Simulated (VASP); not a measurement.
Wanted: the native input for a VASP 6.6.1 run.

| Item | Value |
| --- | --- |
| Task | relaxation of cell and atoms |
| Functional | PBEsol |
| Potentials or basis | VASP PAW PBE potentials, release 64 (Au) |
| Cutoff | 600 eV |
| k mesh | 16 × 16 × 16 |
| Occupations | methfessel-paxton, width 0.1 eV |
| Spin | no spin polarisation |
| Further INCAR settings | ALGO = Normal; EDIFF = 1e-07; IBRION = 2; EDIFFG = -0.005; NSW = 90; ISIF = 3 |

The structure of Au lies in POSCAR:

```
Au                                      
1.0
    0.0000000000      2.0408538051      2.0408538051
    2.0408538051      0.0000000000      2.0408538051
    2.0408538051      2.0408538051      0.0000000000
  Au            
     1
Direct
     0.0000000000000000    0.0000000000000000    0.0000000000000000
```

The input as run:

INCAR

```
SYSTEM = Au
ALGO = Normal
EDIFF = 1E-7
EDIFFG = -0.005
ENCUT = 600
GGA = PS
IBRION = 2
ISIF = 3
ISMEAR = 1
LASPH = .True.
LCHARG = .False.
LREAL = .False.
LWAVE = .False.
NELM = 80
NSW = 90
PREC = Accurate
SIGMA = 0.1
```

KPOINTS

```
k-points
0
Gamma
  16 16 16
  0 0 0
```

Potentials or basis: VASP PAW PBE potentials, release 64 (Au).

The run is started by

```console
$ cat potpaw_PBE.64/Au/POTCAR > POTCAR
$ mpirun -np 1 vasp_std > vasp.out
```

It gave:

```yaml
Pressure_after_relaxing: 0.0 GPa
Band_gap_on_the_k_mesh: none (metal or under the smearing width)
```

Caveat: the relaxation stopped at its first step, so nothing moved; the PAW data sets were made with another functional, which shifts forces and pressure a little.

Run time: 10 s on 1 thread of Intel(R) Xeon(R) Platinum 8375C CPU @ 2.90GHz (Ice Lake) (shared host), peak memory 0.16 GiB.
